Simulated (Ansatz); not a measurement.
# Dielectric response of SrTiO3 (001), SrO faces films, part 3 of 6

How well do thin perovskite SrTiO3 (001), SrO faces films screen a perpendicular field?

Ansatz 0.2.0; plane-wave DFT, PBEsol, Ansatz PAW (the session's first sound run).

So far. Step 8 (Relaxing in the field, 12 atoms, field -0.03 V/Å): The dipole is -0.0261 e·Å, and the gap on the mesh 1.913 eV. Step 9 (Response with the atoms relaxed, 12 atoms, units 2): The induced dipole is that of a conductor 10.34 Å thick.

## Step 10: Relaxation, 17 atoms, units 3

This step: plane-wave DFT, PBEsol, Ansatz PAW (Ansatz 0.2.0).

System of this step: SrTiO3 (001), SrO faces, 3 units. The cell holds 17 atoms: 4 Sr, 10 O and 3 Ti. Cell: a = 3.905 Å, b = 3.905 Å, c = 29.715 Å, α = 90.0°, β = 90.0°, γ = 90.0°. It derives from SrTiO3 (perovskite SrTiO3). Vacuum lies along c.

The next thickness, treated alike, so that differences show the interior and the faces cancel.

input.yaml

```yaml
crystal:
  lattice:
    - [3.905, 0.0, 0.0]
    - [0.0, 3.905, 0.0]
    - [0.0, 0.0, 29.715]
  atoms:
    - { symbol: Sr, position: [0.0, 0.0, 0.3028773347] }
    - { symbol: O, position: [0.5, 0.5, 0.3028773347] }
    - { symbol: Ti, position: [0.5, 0.5, 0.3685848898] }
    - { symbol: O, position: [0.0, 0.5, 0.3685848898] }
    - { symbol: O, position: [0.5, 0.0, 0.3685848898] }
    - { symbol: Sr, position: [0.0, 0.0, 0.4342924449] }
    - { symbol: O, position: [0.5, 0.5, 0.4342924449] }
    - { symbol: Ti, position: [0.5, 0.5, 0.5] }
    - { symbol: O, position: [0.0, 0.5, 0.5] }
    - { symbol: O, position: [0.5, 0.0, 0.5] }
    - { symbol: Sr, position: [0.0, 0.0, 0.5657075551] }
    - { symbol: O, position: [0.5, 0.5, 0.5657075551] }
    - { symbol: Ti, position: [0.5, 0.5, 0.6314151102] }
    - { symbol: O, position: [0.0, 0.5, 0.6314151102] }
    - { symbol: O, position: [0.5, 0.0, 0.6314151102] }
    - { symbol: Sr, position: [0.0, 0.0, 0.6971226653] }
    - { symbol: O, position: [0.5, 0.5, 0.6971226653] }
kpoints:
  mp_grid: { grid: [8, 8, 1] }
hamiltonian:
  xc: pbesol
scf:
  occupations: { method: fixed }
  convergence: { dr2_threshold: 1.0e-09 }
efield:
  axis: 3
  dipole_correction: true
  ramp_position: 0.97
  ramp_width: 0.06
relax:
  f_tol: 0.003
  max_steps: 100
output:
  write_potential: true
  write_density: true
  volumetric_format: npy
```

Launch:

```
$ ansatz run input.yaml --threads 4 --pin off --max-ram 16384MiB --backend cpu --events-out ev --progress --plain --runs-dir out
```

Numbers of over 12 decimals in the logs are rounded to 6 here.

The log of the run:

```text
[...]
Crystal: 17 atoms, lattice volume = 453.125 Å³
Basis set: ecut = 420 eV, 8939 PW (Γ), exchange–correlation on 54×54×400 points (8 copies of the dense FFT grid, shifted against one another)
Bands: 85, of which v1, the nominal top of the filled ones, is band 68 counted from 1 (67 counted from 0)
Symmetry: 8 space group operations
k-points: 15 of 64
[...]
- { symbol: O, position: [0.500000, 0.0, 0.500000] }
    - { symbol: Sr, position: [0, 0.0, 0.563810] }
    - { symbol: O, position: [0.500000, 0.500000, 0.565353] }
    - { symbol: Ti, position: [0.500000, 0.500000, 0.632731] }
    - { symbol: O, position: [0, 0.500000, 0.631153] }
    - { symbol: O, position: [0.500000, 0.0, 0.631153] }
    - { symbol: Sr, position: [0, 0.0, 0.688745] }
    - { symbol: O, position: [0.500000, 0.500000, 0.696519] }
[key lines of the parts left out:]
SCF converged after 9 iterations
Free energy (F): -27026.781287 eV
Fermi energy:    2.418063 eV
Dipole field:    D = 0.000000 V/Å  (p = 0.000000 e·Å, saw-weighted, corrected)
Work function:   Φ+ = 3.9474 eV   Φ− = 3.9474 eV
```

Wall time 1.8 min (4 threads of Arm Neoverse V1, shared host); peak memory 1.3 GiB.

The steps of the relaxation:

| step | energy less that of the first step (eV) | largest force component (eV/Å) |
| --- | --- | --- |
| 1 | 0.0000 | 1.5844 |
| 2 | -0.3594 | 0.9866 |
| 3 | -0.4007 | 0.7197 |
| 4 | -0.4348 | 0.0861 |
| 5 | -0.4363 | 0.0275 |
| 6 | -0.4364 | 0.0010 |

Forces are held to the 8 operations that the run works with; a distortion that breaks them can't arise in this run.

The atoms that moved most (Å):

| atom | dx | dy | dz | length |
| --- | --- | --- | --- | --- |
| Sr16 | 0.000 | 0.000 | -0.249 | 0.249 |
| Sr1 | 0.000 | 0.000 | 0.249 | 0.249 |
| Sr11 | 0.000 | 0.000 | -0.056 | 0.056 |
| Sr6 | 0.000 | 0.000 | 0.056 | 0.056 |
| Ti3 | 0.000 | 0.000 | -0.039 | 0.039 |
| Ti13 | 0.000 | 0.000 | 0.039 | 0.039 |
| O2 | 0.000 | 0.000 | 0.018 | 0.018 |
| O17 | 0.000 | 0.000 | -0.018 | 0.018 |

The relaxation took 6 steps and lowered the energy by 0.44 eV; the largest force on the free atoms ends at 9.8e-4 eV/Å.

The gap is 1.85 eV, with the valence edge 3.95 eV and the conduction edge 2.10 eV under the upper vacuum level.

## Step 11: The relaxed film, single point, 17 atoms, units 3

The next thickness, treated alike, so that differences show the interior and the faces cancel.

input.yaml

```yaml
crystal:
  lattice:
    - [3.905, 0.0, 0.0]
    - [0.0, 3.905, 0.0]
    - [0.0, 0.0, 29.715]
  atoms:
    - { symbol: Sr, position: [0.0, 0.0, 0.3112551902] }
    - { symbol: O, position: [0.5, 0.5, 0.3034807149] }
    - { symbol: Ti, position: [0.5, 0.5, 0.3672691895] }
    - { symbol: O, position: [0.0, 0.5, 0.36884666] }
    - { symbol: O, position: [0.5, 0.0, 0.36884666] }
    - { symbol: Sr, position: [0.0, 0.0, 0.4361901671] }
    - { symbol: O, position: [0.5, 0.5, 0.4346473867] }
    - { symbol: Ti, position: [0.5, 0.5, 0.4999999999] }
    - { symbol: O, position: [0.0, 0.5, 0.4999999999] }
    - { symbol: O, position: [0.5, 0.0, 0.4999999999] }
    - { symbol: Sr, position: [0.0, 0.0, 0.5638098322] }
    - { symbol: O, position: [0.5, 0.5, 0.5653526135] }
    - { symbol: Ti, position: [0.5, 0.5, 0.6327308103] }
    - { symbol: O, position: [0.0, 0.5, 0.6311533403] }
    - { symbol: O, position: [0.5, 0.0, 0.6311533403] }
    - { symbol: Sr, position: [0.0, 0.0, 0.6887448097] }
    - { symbol: O, position: [0.5, 0.5, 0.6965192856] }
kpoints:
  mp_grid: { grid: [8, 8, 1] }
hamiltonian:
  xc: pbesol
scf:
  occupations: { method: fixed }
  convergence: { dr2_threshold: 1.0e-09 }
efield:
  axis: 3
  dipole_correction: true
  ramp_position: 0.97
  ramp_width: 0.06
output:
  eigenvalues: true
  write_potential: true
  write_density: true
  volumetric_format: npy
  elf: true
```

The log of the run:

```text
[...]
Crystal: 17 atoms, lattice volume = 453.125 Å³
Basis set: ecut = 420 eV, 8939 PW (Γ)
Bands: 85, of which v1, the nominal top of the filled ones, is band 68 counted from 1 (67 counted from 0)
Symmetry: 8 space group operations
k-points: 15 of 64
[...]
k-point 0: bands = [... 64 lower, 1.7890, 2.0597, 2.1563, 2.1563, 4.2640, 4.2767, 4.5051, 4.9064, ... 13 higher]
  k-point 1: bands = [... 64 lower, 1.6879, 1.7307, 2.0786, 2.1381, 4.6070, 4.6117, 4.8352, 4.9318, ... 13 higher]
  k-point 2: bands = [... 64 lower, 1.9140, 1.9417, 1.9479, 2.0880, 4.9868, 5.3175, 5.3203, 5.5038, ... 13 higher]
  k-point 14: bands = [... 64 lower, 2.0410, 2.4038, 2.4038, 2.4164, 6.4925, 6.4925, 6.6203, 6.6203, ... 13 higher]
[key lines of the parts left out:]
SCF converged after 12 iterations
Free energy (F): -27026.782243 eV
Fermi energy:    2.417823 eV
Dipole field:    D = 0.000000 V/Å  (p = 0.000001 e·Å, saw-weighted, corrected)
Work function:   Φ+ = 3.9479 eV   Φ− = 3.9479 eV
```

Run time: 29 s. Hardware: 4 threads; peak memory 1.4 GiB.

The gap is 1.85 eV, with the valence edge 3.95 eV and the conduction edge 2.10 eV under the upper vacuum level.

## Step 12: Single point, 17 atoms, units 3, field 0.05 V/Å

Changes to input.yaml since step 11:

```diff
@@ -29,3 +29,3 @@
   occupations: { method: fixed }
-  convergence: { dr2_threshold: 1.0e-09 }
+  convergence: { dr2_threshold: 1.0e-10 }
 efield:
@@ -35,4 +35,4 @@
   ramp_width: 0.06
+  amplitude: 0.05
 output:
-  eigenvalues: true
   write_potential: true
@@ -40,2 +40 @@
   volumetric_format: npy
-  elf: true
```

The log of the run:

```text
[...]
Crystal: 17 atoms, lattice volume = 453.125 Å³
Basis set: ecut = 420 eV, 8939 PW (Γ)
Bands: 85, of which v1, the nominal top of the filled ones, is band 68 counted from 1 (67 counted from 0)
Symmetry: 8 space group operations
k-points: 15 of 64
[...]
k-point 0: bands = [... 64 lower, 1.7960, 2.0605, 2.1572, 2.1572, 4.2381, 4.3021, 4.5053, 4.9053, ... 13 higher]
  k-point 1: bands = [... 64 lower, 1.6904, 1.7317, 2.0796, 2.1395, 4.5775, 4.6407, 4.8352, 4.9308, ... 13 higher]
  k-point 2: bands = [... 64 lower, 1.9047, 1.9481, 1.9489, 2.0917, 4.9858, 5.2867, 5.3508, 5.5038, ... 13 higher]
  k-point 14: bands = [... 64 lower, 2.0711, 2.4045, 2.4045, 2.4162, 6.4867, 6.4867, 6.6244, 6.6244, ... 13 higher]
[key lines of the parts left out:]
SCF converged after 17 iterations
Free energy (F): -27026.783497 eV
Fermi energy:    2.418893 eV
Dipole field:    D = 0.020022 V/Å  (p = 0.050139 e·Å, saw-weighted, corrected)
```

Wall time 34 s (4 threads); peak memory 1.4 GiB; 2.3 min of CPU time.

The dipole is 0.0501 e·Å, and the gap on the mesh 1.819 eV.

## Step 13: Atoms held, 17 atoms, units 3, field -0.05 V/Å

Changes to input.yaml since step 12:

```diff
@@ -35,3 +35,3 @@
   ramp_width: 0.06
-  amplitude: 0.05
+  amplitude: -0.05
 output:
```

The log of the run:

```text
[...]
Crystal: 17 atoms, lattice volume = 453.125 Å³
Basis set: ecut = 420 eV, 8939 PW (Γ)
Bands: 85, of which v1, the nominal top of the filled ones, is band 68 counted from 1 (67 counted from 0)
Symmetry: 8 space group operations
k-points: 15 of 64
[...]
k-point 0: bands = [... 64 lower, 1.7960, 2.0605, 2.1572, 2.1572, 4.2381, 4.3021, 4.5053, 4.9053, ... 13 higher]
  k-point 1: bands = [... 64 lower, 1.6904, 1.7317, 2.0796, 2.1395, 4.5775, 4.6407, 4.8352, 4.9308, ... 13 higher]
  k-point 2: bands = [... 64 lower, 1.9047, 1.9481, 1.9489, 2.0917, 4.9858, 5.2867, 5.3508, 5.5038, ... 13 higher]
  k-point 14: bands = [... 64 lower, 2.0711, 2.4045, 2.4045, 2.4162, 6.4867, 6.4867, 6.6244, 6.6244, ... 13 higher]
[key lines of the parts left out:]
SCF converged after 17 iterations
Free energy (F): -27026.783497 eV
Fermi energy:    2.418893 eV
Dipole field:    D = -0.020022 V/Å  (p = -0.050139 e·Å, saw-weighted, corrected)
```

Wall time 34 s (4 threads); peak memory 1.4 GiB; 2.3 min of CPU time.

The dipole is -0.0501 e·Å, and the gap on the mesh 1.819 eV.

## Step 14: Response with the atoms held, 17 atoms, units 3

This step: plane-wave DFT, PBEsol, Ansatz PAW; response to a field along the normal, atoms held (Ansatz 0.2.0).

Local field over the applied field, running mean. From the potentials at -0.05 and 0.05 V/Å; running mean over 3.905 Å, taken twice. Local field over applied field against z:

| z (Å) | local field over applied field |
| --- | --- |
| 4.5 | 0.948 |
| 5.0 | 0.957 |
| 5.5 | 0.922 |
| 6.0 | 0.872 |
| 6.5 | 0.808 |
| 7.0 | 0.731 |
| 7.5 | 0.643 |
| 8.0 | 0.548 |
| 8.5 | 0.454 |
| 9.0 | 0.370 |
| 9.5 | 0.298 |
| 10.0 | 0.243 |
| 10.5 | 0.202 |
| 11.0 | 0.175 |
| 11.5 | 0.161 |
| 12.0 | 0.155 |
| 12.5 | 0.155 |
| 13.0 | 0.155 |
| 13.5 | 0.156 |
| 14.0 | 0.156 |
| 14.5 | 0.156 |
| 15.0 | 0.156 |
| 15.5 | 0.156 |
| 16.0 | 0.156 |
| 16.5 | 0.156 |
| 17.0 | 0.155 |
| 17.5 | 0.155 |
| 18.0 | 0.158 |
| 18.5 | 0.167 |
| 19.0 | 0.189 |
| 19.5 | 0.224 |
| 20.0 | 0.273 |
| 20.5 | 0.337 |
| 21.0 | 0.416 |
| 21.5 | 0.507 |
| 22.0 | 0.602 |
| 22.5 | 0.694 |
| 23.0 | 0.776 |
| 23.5 | 0.846 |
| 24.0 | 0.902 |
| 24.5 | 0.944 |
| 25.0 | 0.967 |
| 25.5 | 0.873 |

The induced dipole is that of a conductor 11.90 Å thick.

## Step 15: Relaxing the film, 22 atoms, units 4

This step: plane-wave DFT, PBEsol, Ansatz PAW (Ansatz 0.2.0).

System of this step: SrTiO3 (001), SrO faces, 4 units. The cell holds 22 atoms: 5 Sr, 13 O and 4 Ti. Cell: a = 3.905 Å, b = 3.905 Å, c = 33.620 Å, α = 90.0°, β = 90.0°, γ = 90.0°. It derives from SrTiO3 (perovskite SrTiO3). Vacuum lies along c.

The next thickness, treated alike, so that differences show the interior and the faces cancel.

input.yaml

```yaml
crystal:
  lattice:
    - [3.905, 0.0, 0.0]
    - [0.0, 3.905, 0.0]
    - [0.0, 0.0, 33.62]
  atoms:
    - { symbol: Sr, position: [0.0, 0.0, 0.2676977989] }
    - { symbol: O, position: [0.5, 0.5, 0.2676977989] }
    - { symbol: Ti, position: [0.5, 0.5, 0.3257733492] }
    - { symbol: O, position: [0.0, 0.5, 0.3257733492] }
    - { symbol: O, position: [0.5, 0.0, 0.3257733492] }
    - { symbol: Sr, position: [0.0, 0.0, 0.3838488995] }
    - { symbol: O, position: [0.5, 0.5, 0.3838488995] }
    - { symbol: Ti, position: [0.5, 0.5, 0.4419244497] }
    - { symbol: O, position: [0.0, 0.5, 0.4419244497] }
    - { symbol: O, position: [0.5, 0.0, 0.4419244497] }
    - { symbol: Sr, position: [0.0, 0.0, 0.5] }
    - { symbol: O, position: [0.5, 0.5, 0.5] }
    - { symbol: Ti, position: [0.5, 0.5, 0.5580755503] }
    - { symbol: O, position: [0.0, 0.5, 0.5580755503] }
    - { symbol: O, position: [0.5, 0.0, 0.5580755503] }
    - { symbol: Sr, position: [0.0, 0.0, 0.6161511005] }
    - { symbol: O, position: [0.5, 0.5, 0.6161511005] }
    - { symbol: Ti, position: [0.5, 0.5, 0.6742266508] }
    - { symbol: O, position: [0.0, 0.5, 0.6742266508] }
    - { symbol: O, position: [0.5, 0.0, 0.6742266508] }
    - { symbol: Sr, position: [0.0, 0.0, 0.7323022011] }
    - { symbol: O, position: [0.5, 0.5, 0.7323022011] }
kpoints:
  mp_grid: { grid: [8, 8, 1] }
hamiltonian:
  xc: pbesol
scf:
  occupations: { method: fixed }
  convergence: { dr2_threshold: 1.0e-09 }
efield:
  axis: 3
  dipole_correction: true
  ramp_position: 0.97
  ramp_width: 0.06
relax:
  f_tol: 0.003
  max_steps: 100
output:
  write_potential: true
  write_density: true
  volumetric_format: npy
```

The log of the run:

```text
[...]
Crystal: 22 atoms, lattice volume = 512.672 Å³
Basis set: ecut = 420 eV, 10113 PW (Γ), exchange–correlation on 54×54×450 points (8 copies of the dense FFT grid, shifted against one another)
Bands: 110, of which v1, the nominal top of the filled ones, is band 88 counted from 1 (87 counted from 0)
Symmetry: 8 space group operations
k-points: 15 of 64
[...]
- { symbol: Sr, position: [-3.841369333174708e-18, 0, 0.613855] }
    - { symbol: O, position: [0.500000, 0.500000, 0.615515] }
    - { symbol: Ti, position: [0.500000, 0.500000, 0.675134] }
    - { symbol: O, position: [-8.982980533118604e-19, 0.500000, 0.673690] }
    - { symbol: O, position: [0.500000, 0, 0.673690] }
    - { symbol: Sr, position: [-1.2997072877347915e-17, 0, 0.724532] }
    - { symbol: O, position: [0.500000, 0.500000, 0.731464] }
[key lines of the parts left out:]
SCF converged after 8 iterations
Free energy (F): -34684.028888 eV
Fermi energy:    3.353610 eV
Dipole field:    D = 0.000000 V/Å  (p = 0.000001 e·Å, saw-weighted, corrected)
Work function:   Φ+ = 3.8476 eV   Φ− = 3.8476 eV
```

The job ended after 3 min (4 threads; peak memory 1.6 GiB; 12 min of CPU time).

Relaxation path:

| step | energy less that of the first step (eV) | largest force component (eV/Å) |
| --- | --- | --- |
| 1 | 0.0000 | 1.5847 |
| 2 | -0.3605 | 1.0009 |
| 3 | -0.4029 | 0.7451 |
| 4 | -0.4435 | 0.0754 |
| 5 | -0.4448 | 0.0217 |
| 6 | -0.4448 | 0.0008 |

The run keeps the 8 symmetry operations that it works with, so distortions that break them were not tested.

The atoms that moved most (Å):

| atom | dx | dy | dz | length |
| --- | --- | --- | --- | --- |
| Sr21 | 0.000 | 0.000 | -0.261 | 0.261 |
| Sr1 | 0.000 | 0.000 | 0.261 | 0.261 |
| Sr6 | 0.000 | 0.000 | 0.077 | 0.077 |
| Sr16 | 0.000 | 0.000 | -0.077 | 0.077 |
| Ti18 | 0.000 | 0.000 | 0.031 | 0.031 |
| Ti3 | 0.000 | 0.000 | -0.031 | 0.031 |
| O22 | 0.000 | 0.000 | -0.028 | 0.028 |
| O2 | 0.000 | 0.000 | 0.028 | 0.028 |

The relaxation took 6 steps and lowered the energy by 0.44 eV; the largest force on the free atoms ends at 8.3e-4 eV/Å.

The gap is 1.76 eV, with the valence edge 3.85 eV and the conduction edge 2.09 eV under the upper vacuum level.

## Step 16: Single point on the relaxed film, 22 atoms, units 4

The next thickness, treated alike, so that differences show the interior and the faces cancel.

input.yaml

```yaml
crystal:
  lattice:
    - [3.905, 0.0, 0.0]
    - [0.0, 3.905, 0.0]
    - [0.0, 0.0, 33.62]
  atoms:
    - { symbol: Sr, position: [0.0, 0.0, 0.2754677907] }
    - { symbol: O, position: [0.5, 0.5, 0.2685355764] }
    - { symbol: Ti, position: [0.5, 0.5, 0.3248656474] }
    - { symbol: O, position: [0.0, 0.5, 0.3263103735] }
    - { symbol: O, position: [0.5, 0.0, 0.3263103735] }
    - { symbol: Sr, position: [0.0, 0.0, 0.3861453731] }
    - { symbol: O, position: [0.5, 0.5, 0.384484538] }
    - { symbol: Ti, position: [0.5, 0.5, 0.4419761852] }
    - { symbol: O, position: [0.0, 0.5, 0.4422252358] }
    - { symbol: O, position: [0.5, 0.0, 0.4422252358] }
    - { symbol: Sr, position: [0.0, 0.0, 0.5000000009] }
    - { symbol: O, position: [0.5, 0.5, 0.5000000005] }
    - { symbol: Ti, position: [0.5, 0.5, 0.558023817] }
    - { symbol: O, position: [0.0, 0.5, 0.557774765] }
    - { symbol: O, position: [0.5, 0.0, 0.557774765] }
    - { symbol: Sr, position: [0.0, 0.0, 0.6138546287] }
    - { symbol: O, position: [0.5, 0.5, 0.615515462] }
    - { symbol: Ti, position: [0.5, 0.5, 0.6751343531] }
    - { symbol: O, position: [0.0, 0.5, 0.6736896246] }
    - { symbol: O, position: [0.5, 0.0, 0.6736896246] }
    - { symbol: Sr, position: [0.0, 0.0, 0.7245322085] }
    - { symbol: O, position: [0.5, 0.5, 0.7314644207] }
kpoints:
  mp_grid: { grid: [8, 8, 1] }
hamiltonian:
  xc: pbesol
scf:
  occupations: { method: fixed }
  convergence: { dr2_threshold: 1.0e-09 }
efield:
  axis: 3
  dipole_correction: true
  ramp_position: 0.97
  ramp_width: 0.06
output:
  eigenvalues: true
  write_potential: true
  write_density: true
  volumetric_format: npy
```

The log of the run:

```text
[...]
Crystal: 22 atoms, lattice volume = 512.672 Å³
Basis set: ecut = 420 eV, 10113 PW (Γ)
Bands: 110, of which v1, the nominal top of the filled ones, is band 88 counted from 1 (87 counted from 0)
Symmetry: 8 space group operations
k-points: 15 of 64
[...]
k-point 0: bands = [... 84 lower, 2.8249, 2.9713, 3.0515, 3.0515, 5.1088, 5.1106, 5.3337, 5.4187, ... 18 higher]
  k-point 1: bands = [... 84 lower, 2.6473, 2.6998, 2.9628, 3.0036, 5.4474, 5.4494, 5.6509, 5.6750, ... 18 higher]
  k-point 2: bands = [... 84 lower, 2.7497, 2.8082, 2.8255, 2.9185, 5.7057, 6.1565, 6.1581, 6.1764, ... 18 higher]
  k-point 14: bands = [... 84 lower, 3.3084, 3.3352, 3.3352, 3.3536, 7.3291, 7.3291, 7.4033, 7.4033, ... 18 higher]
[key lines of the parts left out:]
SCF converged after 13 iterations
Free energy (F): -34684.031252 eV
Fermi energy:    3.353561 eV
Dipole field:    D = 0.000001 V/Å  (p = 0.000002 e·Å, saw-weighted, corrected)
Work function:   Φ+ = 3.8478 eV   Φ− = 3.8477 eV
```

Run time: 49 s. Hardware: 4 threads; peak memory 1.9 GiB.

The gap is 1.76 eV, with the valence edge 3.85 eV and the conduction edge 2.09 eV under the upper vacuum level.

## Step 17: Single point, 22 atoms, units 4, field 0.05 V/Å

Changes to input.yaml since step 16:

```diff
@@ -34,3 +34,3 @@
   occupations: { method: fixed }
-  convergence: { dr2_threshold: 1.0e-09 }
+  convergence: { dr2_threshold: 1.0e-10 }
 efield:
@@ -40,4 +40,4 @@
   ramp_width: 0.06
+  amplitude: 0.05
 output:
-  eigenvalues: true
   write_potential: true
```

The log of the run:

```text
[...]
Crystal: 22 atoms, lattice volume = 512.672 Å³
Basis set: ecut = 420 eV, 10113 PW (Γ)
Bands: 110, of which v1, the nominal top of the filled ones, is band 88 counted from 1 (87 counted from 0)
Symmetry: 8 space group operations
k-points: 15 of 64
[...]
k-point 0: bands = [... 84 lower, 2.8240, 2.9731, 3.0536, 3.0536, 5.0625, 5.1564, 5.3307, 5.4216, ... 18 higher]
  k-point 1: bands = [... 84 lower, 2.6478, 2.6996, 2.9652, 3.0067, 5.4012, 5.4950, 5.6491, 5.6714, ... 18 higher]
  k-point 2: bands = [... 84 lower, 2.7591, 2.8144, 2.8279, 2.9265, 5.7038, 6.1101, 6.1744, 6.2058, ... 18 higher]
  k-point 14: bands = [... 84 lower, 3.3035, 3.3369, 3.3369, 3.3582, 7.3137, 7.3137, 7.4143, 7.4143, ... 18 higher]
[key lines of the parts left out:]
SCF converged after 17 iterations
Free energy (F): -34684.032849 eV
Fermi energy:    3.358181 eV
Dipole field:    D = 0.022545 V/Å  (p = 0.063874 e·Å, saw-weighted, corrected)
```

It took 58 s on 4 threads; peak memory 1.9 GiB; 3.9 min of CPU time.

The dipole is 0.0639 e·Å, and the gap on the mesh 1.704 eV.

## Step 18: Single point, 22 atoms, units 4, field -0.05 V/Å

Changes to input.yaml since step 17:

```diff
@@ -40,3 +40,3 @@
   ramp_width: 0.06
-  amplitude: 0.05
+  amplitude: -0.05
 output:
```

The log of the run:

```text
[...]
Crystal: 22 atoms, lattice volume = 512.672 Å³
Basis set: ecut = 420 eV, 10113 PW (Γ)
Bands: 110, of which v1, the nominal top of the filled ones, is band 88 counted from 1 (87 counted from 0)
Symmetry: 8 space group operations
k-points: 15 of 64
[...]
k-point 0: bands = [... 84 lower, 2.8240, 2.9731, 3.0536, 3.0536, 5.0625, 5.1564, 5.3307, 5.4216, ... 18 higher]
  k-point 1: bands = [... 84 lower, 2.6478, 2.6996, 2.9652, 3.0067, 5.4012, 5.4950, 5.6491, 5.6714, ... 18 higher]
  k-point 2: bands = [... 84 lower, 2.7591, 2.8144, 2.8279, 2.9265, 5.7038, 6.1101, 6.1744, 6.2058, ... 18 higher]
  k-point 14: bands = [... 84 lower, 3.3035, 3.3369, 3.3369, 3.3582, 7.3137, 7.3137, 7.4143, 7.4143, ... 18 higher]
[key lines of the parts left out:]
SCF converged after 17 iterations
Free energy (F): -34684.032849 eV
Fermi energy:    3.358181 eV
Dipole field:    D = -0.022545 V/Å  (p = -0.063873 e·Å, saw-weighted, corrected)
```

Wall time 59 s (4 threads); peak memory 1.9 GiB.

The dipole is -0.0639 e·Å, and the gap on the mesh 1.704 eV.

[end of part 3 of 6]

[Logs are printed without paths, hosts, clocks, repeated set-up lines and the standing remarks that a program may print on its own settings, such as how far it seeks lower states.]

[Hosts, paths, dates, database ids (printed as entryN), source tags and the programs' standing remarks are cut or masked in the printed files.]

[Maps of the electrostatic potential energy from Ansatz leave out the sawtooth potential of an applied field or a dipole correction, so their vacuum need not be flat; planar profiles and work functions include it.]
